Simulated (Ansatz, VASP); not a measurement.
One calculation of CO2, two programs

The input INCAR:

```
SYSTEM = CO2
ALGO = Normal ; EDIFF = 1E-7
ENCUT = 520 ; GGA = PS
ISIF = 2 ; ISMEAR = -1
KPAR = 2 ; LASPH = .True.
LCHARG = .True. ; LREAL = .False.
LVHAR = .True. ; LWAVE = .False.
NBANDS = 25 ; NELM = 100
PREC = Accurate ; SIGMA = 0.05
```

KPOINTS

```
k-points
0
Gamma
  8 8 4
  0 0 0
```

File POSCAR:

```
CO2
1.0
    2.6359112300     -2.3873781200      0.0000000000
    2.6359112300      2.3873781200      0.0000000000
    0.0000000000      0.0000000000      6.5871749100
O C
4 2
Direct
    0.3065085700      0.6934914300      0.6081566100
    0.6934914300      0.3065085700      0.3918433900
    0.1934914300      0.8065085700      0.1081566100
    0.8065085700      0.1934914300      0.8918433900
    0.5000000000      0.5000000000      0.5000000000
    0.0000000000      0.0000000000      0.0000000000
```

input.yaml

```yaml
crystal:
  lattice:
    - [2.63591123, -2.38737812, 0.0]
    - [2.63591123, 2.38737812, 0.0]
    - [0.0, 0.0, 6.58717491]
  atoms:
    - { symbol: O, position: [0.30650857, 0.69349143, 0.60815661] }
    - { symbol: O, position: [0.69349143, 0.30650857, 0.39184339] }
    - { symbol: O, position: [0.19349143, 0.80650857, 0.10815661] }
    - { symbol: O, position: [0.80650857, 0.19349143, 0.89184339] }
    - { symbol: C, position: [0.5, 0.5, 0.5] }
    - { symbol: C, position: [0.0, 0.0, 0.0] }
hamiltonian:
  xc: pbesol
  pseudopotentials: { kind: paw }
kpoints:
  mp_grid: { grid: [8, 8, 4] }
scf:
  occupations: { method: fermi_dirac, width: 0.05 }
output:
  forces: true
  stress: true
  eigenvalues: true
```

The cell comes from a database or a generator and needn't be the stable form of this composition.

Alike in both runs: task single point; functional PBEsol; k mesh 8 × 8 × 4; occupations fermi-dirac, width 0.05 eV; no spin polarisation.

|  | VASP | Ansatz |
| --- | --- | --- |
| version | VASP 6.6.1 | Ansatz 0.2.0 |
| potentials or method | VASP PAW PBE potentials, release 64 (O, C) | Ansatz PAW |
| plane-wave cutoff (eV) | 520 | 420 |
| valence electrons in the cell | 32 | 32 |

VASP gave:

```
gap on the k mesh at the Fermi level (eV)       : 6.52
least direct gap on the mesh (eV)               : 7.09
pressure (GPa)                                  : 2.8
largest component of the traceless stress (GPa) : 1.89
rms of the force components (eV/Å)              : 0.313
```

Task: Estimate Ansatz's values.

Result: gap on the k mesh at the Fermi level (eV): 6.55; least direct gap on the mesh (eV): 7.11; pressure (GPa): 1.0; largest component of the traceless stress (GPa): 0.20; rms of the force components (eV/Å): 0.019.

Atom by atom the forces differ by 0.332 eV/Å (rms over components).

Caveats: the standard files for N, O and F lose accuracy on very short bonds (VASP); the PAW data sets were made with another functional, which shifts forces and pressure a little (VASP); the pressure holds a Pulay correction of +0.8 GPa for the finite cutoff (Ansatz); the PAW data sets come from PBE, with cores solved anew for the run's functional, which leaves a small shift of forces and pressure (Ansatz). A k mesh can miss the band edges.
